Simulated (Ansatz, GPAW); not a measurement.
Bi: programs and potentials compared

```
Bi
1.0
    -1.98143    1.98143    1.98143
     1.98143   -1.98143    1.98143
     1.98143    1.98143   -1.98143
Bi
1
Cartesian
  0.0000 0.0000 0.0000
```

This isn't the form of Bi at room conditions, which is rhombohedral.

Alike in all runs: task band structure; functional PBEsol; k mesh 9 × 9 × 9; occupations fermi-dirac, width 0.05 eV; no spin polarisation; no spin-orbit coupling. Pressure is positive in compression and, in plane waves, holds the error of the finite cutoff, which Ansatz's Pulay term estimates and takes out.

```csv
program and potentials,plane-wave cutoff (eV),notes,band gap (eV),pressure (GPa)
"Ansatz, PAW datasets made for the crystal",260,-,no gap,-1.95
"Ansatz, all-electron LAPW, scalar-relativistic",-,-,no gap,-1.95
"GPAW, PAW data sets generated for this functional",600,-,no gap,-2.08
```

None finds a gap. The pressure spans -2.08 (GPAW, PAW data sets generated for this functional) to -1.95 GPa (Ansatz, all-electron LAPW, scalar-relativistic), with all-electron results at -1.95.

Differences between rows come from potentials, basis sets and numerical settings, since the functional is the same but for its coding. Runs on potential files found faulty are left out.
